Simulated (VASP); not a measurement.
# BN (R3m) in VASP: notebook, part 2 of 2

VASP 6.6.1.

**4. Band structure, PBE**

The input, INCAR:

```
SYSTEM = BN
PREC = Accurate
ENCUT = 520
EDIFF = 1E-6
ISMEAR = -1
SIGMA = 0.05
LREAL = .FALSE.
LASPH = .TRUE.
NELM = 60
ALGO = Normal
ISIF = 2
LWAVE = .FALSE.
LCHARG = .FALSE.
GGA = PE
NBANDS = 11
```

The input, KPOINTS:

```
regular mesh
0
G
  12 12 12
  0 0 0
```

The input, POSCAR:

```
BN
1.0
    1.2511217832      0.7223354983      3.3729344033
   -1.2511217832      0.7223354983      3.3729344033
    0.0000000000     -1.4446709966      3.3729344033
N B
1 1
Direct
    0.6672382000      0.6672382000      0.6672382000
    0.0003288000      0.0003288000      0.0003288000
```

The input, KPOINTS_OPT:

```
path GLB1,BZGX,QFP1Z,LP
10
line-mode
reciprocal
 0.0000000000  0.0000000000  0.0000000000  G
 0.5000000000  0.0000000000  0.0000000000  L

 0.5000000000  0.0000000000  0.0000000000  L
 0.5000000000  0.1972419765 -0.1972419765  B1

 0.8027580235  0.5000000000  0.1972419765  B
 0.5000000000  0.5000000000  0.5000000000  Z

 0.5000000000  0.5000000000  0.5000000000  Z
 0.0000000000  0.0000000000  0.0000000000  G

 0.0000000000  0.0000000000  0.0000000000  G
 0.3486209883  0.0000000000 -0.3486209883  X

 0.6513790117  0.3486209883  0.0000000000  Q
 0.5000000000  0.5000000000  0.0000000000  F

 0.5000000000  0.5000000000  0.0000000000  F
 0.6513790117  0.6513790117  0.1972419765  P1

 0.6513790117  0.6513790117  0.1972419765  P1
 0.5000000000  0.5000000000  0.5000000000  Z

 0.5000000000  0.0000000000  0.0000000000  L
 0.8027580235  0.3486209883  0.3486209883  P
```

Potentials or basis: VASP PAW PBE potentials, release 54 (N, B).

Command:

```
> cat potpaw_PBE.54/N/POTCAR potpaw_PBE.54/B/POTCAR > POTCAR
> mpirun -np 1 vasp_std > vasp.out
```

Wall time 61 s (1 thread of Intel Xeon Platinum 8375C at 2.90GHz (Ice Lake), shared host); peak memory 0.17 GiB.

Results (log left out):

| Property | Result |
| --- | --- |
| Free energy | -17.5810 eV |
| Pressure | 3.6 GPa |
| Band gap on the k mesh | 4.28 eV, indirect (least direct gap 4.70 eV) |
| Band gap along the path | 4.22 eV, indirect (least direct gap 4.70 eV) |

Forces on the atoms (eV/Å):
```
N    0.000  0.000 -0.003
B    0.000  0.000  0.003
```

Stress tensor (GPa, compression positive):
```
4.33 0.00 0.00
0.00 4.33 0.00
0.00 0.00 2.23
```

Levels at the corners of the path, in eV from the valence-band top:
```csv
point,band 1,band 2,band 3,band 4,band 5,band 6,band 7,band 8
Γ,-17.83,-4.24,-1.34,-1.34,5.11,11.62,11.62,13.09
L,-14.64,-8.98,-4.13,-0.66,5.23,9.87,13.03,14.96
L,-14.64,-8.98,-4.13,-0.66,5.23,9.87,13.03,14.96
B1,-14.10,-7.99,-6.93,-0.42,4.76,12.38,14.07,15.96
B,-14.10,-7.99,-6.93,-0.42,4.76,12.38,14.07,15.96
Z,-17.58,-6.19,-1.36,-1.36,10.06,11.55,11.55,12.19
Z,-17.58,-6.19,-1.36,-1.36,10.06,11.55,11.55,12.19
Γ,-17.83,-4.24,-1.34,-1.34,5.11,11.62,11.62,13.09
Γ,-17.83,-4.24,-1.34,-1.34,5.11,11.62,11.62,13.09
X,-14.04,-7.97,-7.11,-0.16,4.59,12.31,13.84,16.39
Q,-14.04,-7.97,-7.11,-0.16,4.59,12.31,13.84,16.39
F,-14.58,-8.86,-4.18,-1.23,4.22,9.86,14.20,17.50
F,-14.58,-8.86,-4.18,-1.23,4.22,9.86,14.20,17.50
P1,-14.69,-8.72,-4.13,-1.54,4.95,9.92,14.28,16.55
P1,-14.69,-8.72,-4.13,-1.54,4.95,9.92,14.28,16.55
Z,-17.58,-6.19,-1.36,-1.36,10.06,11.55,11.55,12.19
L,-14.64,-8.98,-4.13,-0.66,5.23,9.87,13.03,14.96
P,-14.69,-8.72,-4.13,-1.54,4.95,9.92,14.28,16.55
```

As with any semilocal functional, this PBE gap is likely too small.

**5. Band structure, PBE**

POSCAR is that of step 4.

The input, INCAR.step1:

```
SYSTEM = BN
PREC = Accurate ; ENCUT = 500
EDIFF = 1E-6 ; ISMEAR = -1
SIGMA = 0.05 ; LREAL = .False.
LASPH = .True. ; NELM = 60
ALGO = Fast ; ISIF = 2
LWAVE = .False. ; LCHARG = .True.
GGA = PE
```

The input, KPOINTS.step1:

```
Automatic mesh
0
Gamma
  12 12 12
  0 0 0
```

The input, INCAR.step2:

```
SYSTEM = BN
PREC = Accurate ; ENCUT = 500
EDIFF = 1E-6 ; ISMEAR = 0
SIGMA = 0.05 ; LREAL = .False.
LASPH = .True. ; NELM = 60
ALGO = Fast ; ISIF = 2
LWAVE = .False. ; LCHARG = .False.
GGA = PE ; ICHARG = 11
```

The input, KPOINTS.step2:

```
path GLB1,BZGX,QFP1Z,LP
10
line-mode
reciprocal
 0.0000000000  0.0000000000  0.0000000000  G
 0.5000000000  0.0000000000  0.0000000000  L

 0.5000000000  0.0000000000  0.0000000000  L
 0.5000000000  0.1972419765 -0.1972419765  B1

 0.8027580235  0.5000000000  0.1972419765  B
 0.5000000000  0.5000000000  0.5000000000  Z

 0.5000000000  0.5000000000  0.5000000000  Z
 0.0000000000  0.0000000000  0.0000000000  G

 0.0000000000  0.0000000000  0.0000000000  G
 0.3486209883  0.0000000000 -0.3486209883  X

 0.6513790117  0.3486209883  0.0000000000  Q
 0.5000000000  0.5000000000  0.0000000000  F

 0.5000000000  0.5000000000  0.0000000000  F
 0.6513790117  0.6513790117  0.1972419765  P1

 0.6513790117  0.6513790117  0.1972419765  P1
 0.5000000000  0.5000000000  0.5000000000  Z

 0.5000000000  0.0000000000  0.0000000000  L
 0.8027580235  0.3486209883  0.3486209883  P
```

Command:

```
> cat potpaw_PBE.54/N/POTCAR potpaw_PBE.54/B/POTCAR > POTCAR
> cp INCAR.step1 INCAR
> cp KPOINTS.step1 KPOINTS
> mpirun -np 1 vasp_std > vasp.out
> cp INCAR.step2 INCAR
> cp KPOINTS.step2 KPOINTS
> mpirun -np 1 vasp_std > vasp.out
```

It took 63 s on 1 thread of Intel Xeon Platinum 8375C at 2.90GHz (Ice Lake), shared host; peak memory 0.16 GiB.

The run converged. Its results:

```yaml
Band_gap_on_the_k_mesh: 4.28 eV, indirect (least direct gap 4.70 eV)
Band_gap_along_the_path: 4.22 eV, indirect (least direct gap 4.70 eV)
```

Levels at the corners of the path, in eV from the valence-band top:
```
point  band 2  band 3  band 4  band 5  band 6  band 7
    Γ   -4.24   -1.34   -1.34    5.11   11.62   11.62
    L   -8.98   -4.13   -0.66    5.23    9.87   13.03
    L   -8.98   -4.13   -0.66    5.23    9.87   13.03
   B1   -7.99   -6.93   -0.42    4.76   12.38   14.07
    B   -7.99   -6.93   -0.42    4.76   12.38   14.07
    Z   -6.19   -1.36   -1.36   10.06   11.55   11.55
    Z   -6.19   -1.36   -1.36   10.06   11.55   11.55
    Γ   -4.24   -1.34   -1.34    5.11   11.62   11.62
    Γ   -4.24   -1.34   -1.34    5.11   11.62   11.62
    X   -7.97   -7.11   -0.16    4.59   12.31   13.84
    Q   -7.97   -7.11   -0.16    4.59   12.31   13.84
    F   -8.86   -4.18   -1.23    4.22    9.86   14.20
    F   -8.86   -4.18   -1.23    4.22    9.86   14.20
   P1   -8.72   -4.13   -1.54    4.95    9.92   14.28
   P1   -8.72   -4.13   -1.54    4.95    9.92   14.28
    Z   -6.19   -1.36   -1.36   10.06   11.55   11.55
    L   -8.98   -4.13   -0.66    5.23    9.87   13.03
    P   -8.72   -4.13   -1.54    4.95    9.92   14.28
```

Caveat: the log is that of the step along the path at fixed density, whose energy, stress, charges and moments have no meaning. PBE gaps usually lie below the measured ones, often by a third to a half.

**6. Band structure, HSEsol**

POSCAR is that of step 5.

The input, INCAR.step1:

```
SYSTEM = BN
ALGO = Normal ; EDIFF = 1E-5
ENCUT = 520 ; GGA = PE
ISIF = 2 ; ISMEAR = -1
LASPH = .TRUE. ; LCHARG = .FALSE.
LREAL = .FALSE. ; LWAVE = .TRUE.
NELM = 80 ; PREC = Accurate
SIGMA = 0.05
```

The input, INCAR.step2:

```
SYSTEM = BN
ALGO = Normal ; EDIFF = 1E-6
ENCUT = 520 ; GGA = PS
HFSCREEN = 0.2 ; ISIF = 2
ISMEAR = -1 ; ISTART = 1
LASPH = .TRUE. ; LCHARG = .FALSE.
LHFCALC = .TRUE. ; LREAL = .FALSE.
LWAVE = .FALSE. ; NELM = 80
PREC = Accurate ; PRECFOCK = Fast
SIGMA = 0.05
```

The input, KPOINTS:

```
k-points
0
G
  6 6 6
  0 0 0
```

KPOINTS_OPT is that of step 4.

Potentials or basis: VASP PAW PBE potentials, release 64 (N, B).

Command:

```
> cat potpaw_PBE.64/N/POTCAR potpaw_PBE.64/B/POTCAR > POTCAR
> cp INCAR.step1 INCAR
> mpirun -np 1 vasp_std > vasp.out
> cp INCAR.step2 INCAR
> mpirun -np 1 vasp_std > vasp.out
```

Run time: 5.7 min. Hardware: 1 thread of Intel Xeon 6975P-C (Granite Rapids), shared host; peak memory 0.26 GiB.

The run converged. Its results:

| Item | Value |
| --- | --- |
| Free energy | -20.9374 eV |
| Pressure | -3.2 GPa |
| Largest force | 0.006 eV/Å |
| Band gap on the k mesh | 5.48 eV, indirect (least direct gap 6.06 eV) |
| Band gap along the path | 5.42 eV, indirect (least direct gap 6.07 eV) |

Forces on the atoms (eV/Å):
```
N    0.000  0.000 -0.006
B    0.000  0.000  0.006
```

Stress tensor (GPa, compression positive):
```
-4.89  0.00  0.00
 0.00 -4.89  0.00
 0.00  0.00  0.32
```

Levels at the corners of the path, in eV from the valence-band top:
| point | band 2 | band 3 | band 4 | band 5 | band 6 | band 7 |
| --- | --- | --- | --- | --- | --- | --- |
| Γ | -4.67 | -1.59 | -1.59 | 6.10 | 13.36 | 13.36 |
| L | -9.93 | -4.62 | -0.72 | 6.57 | 11.41 | 14.33 |
| L | -9.93 | -4.62 | -0.72 | 6.57 | 11.41 | 14.33 |
| B1 | -8.81 | -7.70 | -0.46 | 6.10 | 13.63 | 15.64 |
| B | -8.81 | -7.70 | -0.46 | 6.10 | 13.63 | 15.64 |
| Z | -6.83 | -1.61 | -1.61 | 11.62 | 13.28 | 13.28 |
| Z | -6.83 | -1.61 | -1.61 | 11.62 | 13.28 | 13.28 |
| Γ | -4.67 | -1.59 | -1.59 | 6.10 | 13.36 | 13.36 |
| Γ | -4.67 | -1.59 | -1.59 | 6.10 | 13.36 | 13.36 |
| X | -8.78 | -7.90 | -0.18 | 5.93 | 13.57 | 15.33 |
| Q | -8.78 | -7.90 | -0.18 | 5.93 | 13.57 | 15.33 |
| F | -9.80 | -4.68 | -1.35 | 5.42 | 11.39 | 15.67 |
| F | -9.80 | -4.68 | -1.35 | 5.42 | 11.39 | 15.67 |
| P1 | -9.64 | -4.61 | -1.68 | 6.22 | 11.45 | 15.68 |
| P1 | -9.64 | -4.61 | -1.68 | 6.22 | 11.45 | 15.68 |
| Z | -6.83 | -1.61 | -1.61 | 11.62 | 13.28 | 13.28 |
| L | -9.93 | -4.62 | -0.72 | 6.57 | 11.41 | 14.33 |
| P | -9.64 | -4.61 | -1.68 | 6.22 | 11.45 | 15.68 |

Caveat: the k mesh is coarse (spacing up to 0.49 Å⁻¹), so the values aren't converged, least of all with exact exchange; the PAW data sets were made with another functional, which shifts forces and pressure a little.

**7. For comparison**

An earlier run on the cell as given: functional PBEsol; potentials or basis VASP PAW PBE potentials, release 64 (N, B); cutoff 520 eV; k mesh 12 × 12 × 12; occupations fermi-dirac, width 0.05 eV; no spin polarisation.

* Pressure: 1.0 GPa
* Band gap on the k mesh: 4.18 eV, indirect (least direct gap 4.63 eV)

**8. Summary**

| task | level | potentials or basis | k mesh | cutoff (eV) | grid for exact exchange (PRECFOCK) | ladder | mesh quality | gap on the mesh (eV) | pressure (GPa) |
| --- | --- | --- | --- | --- | --- | --- | --- | --- | --- |
| band structure | PBE | VASP PAW PBE potentials, release 64 (N_h, B_h) | 12 × 12 × 12 | 900 | - | - | not flagged | 4.28 | - |
| band structure | PBE | VASP PAW PBE potentials, release 64 (N_s, B_s) | 12 × 12 × 12 | 400 | - | - | not flagged | 4.28 | 4.5 |
| band structure | PBE | VASP PAW PBE potentials, release 54 (N, B) | 12 × 12 × 12 | 520 | - | - | not flagged | 4.28 | 3.6 |
| band structure | PBE | VASP PAW PBE potentials, release 54 (N, B) | 12 × 12 × 12 | 500 | - | - | not flagged | 4.28 | - |
| band structure | HSEsol | VASP PAW PBE potentials, release 64 (N, B) | 6 × 6 × 6 | 520 | Fast | - | coarse | 5.48 | -3.2 |
| single point | PBEsol | VASP PAW PBE potentials, release 64 (N, B) | 12 × 12 × 12 | 520 | - | free | not flagged | 4.18 | 1.0 |

Alike in all rows: no spin polarisation; cell as given; smearing fermi-dirac 0.05 eV.

Caveats: some runs use coarse meshes; the PAW data sets were made with another functional, which shifts forces and pressure a little (some runs); the cutoff is under 1.25 times the usual one of these potentials, so pressure, stress and relaxed cells hold a basis-set (Pulay) error (some runs).

Total energies depend on the potentials used, so only differences within one code and one set of settings carry meaning.
